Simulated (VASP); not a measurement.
## HgTe: single point with r2SCAN

HgTe:

```
Hg Te
1.0
     0.00000    3.07712    3.07712
     3.07712    0.00000    3.07712
     3.07712    3.07712    0.00000
Hg Te
1 1
Direct
  0.00000 0.00000 0.00000
  0.50000 0.50000 0.50000
```

Measurements of this composition are mostly on another form, of space group No. 216.

| Quantity | Value |
| --- | --- |
| Program | VASP 6.6.1 |
| Task | single point |
| Functional | r2SCAN |
| Potentials or basis | VASP PAW PBE potentials, release 64 (Hg, Te) |
| Cutoff | 520 eV |
| k mesh | 14 × 14 × 14 |
| Occupations | gaussian, width 0.15 eV |
| Spin | no spin polarisation |
| Dipole correction | no |
| Further INCAR settings | ALGO = Normal; EDIFF = 1e-06; NBANDS = 16 |

- Pressure: -1.4 GPa
- Band gap on the k mesh: none (metal or under the smearing width)

Levels at points of the mesh, in eV from the Fermi level:
```csv
k point,band 7,band 8,band 9,band 10,band 11,band 12
"(0.00, 0.00, 0.00)",-0.73,-0.71,-0.71,-0.71,8.09,8.09
"(0.50, 0.00, 0.00)",-5.56,0.24,0.24,3.12,3.83,4.34
"(0.50, 0.50, 0.00)",-4.18,-2.62,-2.24,-2.24,5.25,9.65
```

Run time: 2.8 min on 1 thread of Intel(R) Xeon(R) Platinum 8259CL CPU @ 2.50GHz (Skylake/Cascade Lake), on a shared host, peak memory 0.26 GiB.

Caveat: the PAW data sets were made with another functional, which shifts forces and pressure a little. The run has no spin-orbit coupling, so splittings on Hg, Te are missing.
